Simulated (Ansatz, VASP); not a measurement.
Two plane-wave programs on Hf

```
Hf
1.0
     0.00000    2.14681    2.14681
     2.14681    0.00000    2.14681
     2.14681    2.14681    0.00000
Hf
1
Direct
  0.00000 0.00000 0.00000
```

Alike in both runs: task single point; functional LDA; k mesh 16 × 16 × 16; occupations gaussian, width 0.1 eV; no spin polarisation.

|  | VASP | Ansatz |
| --- | --- | --- |
| version | VASP 6.6.1 | Ansatz 0.2.0 |
| potentials or method | VASP PAW LDA potentials, release 64 (Hf_pv) | scalar-relativistic, plane waves, PAW |
| plane-wave cutoff (eV) | 520 | 420 |
| valence electrons in the cell | 10 | 26 |

```csv
,VASP,Ansatz,Ansatz less VASP
gap on the k mesh at the Fermi level (eV),none,none,-
pressure (GPa),5.8,5.8,-0.05
```

A gap of «none» marks a metal or a gap that the smearing closes. The two sets of potentials don't hold the same shells in valence.

The runs have no spin-orbit coupling, so splittings on Hf are missing.
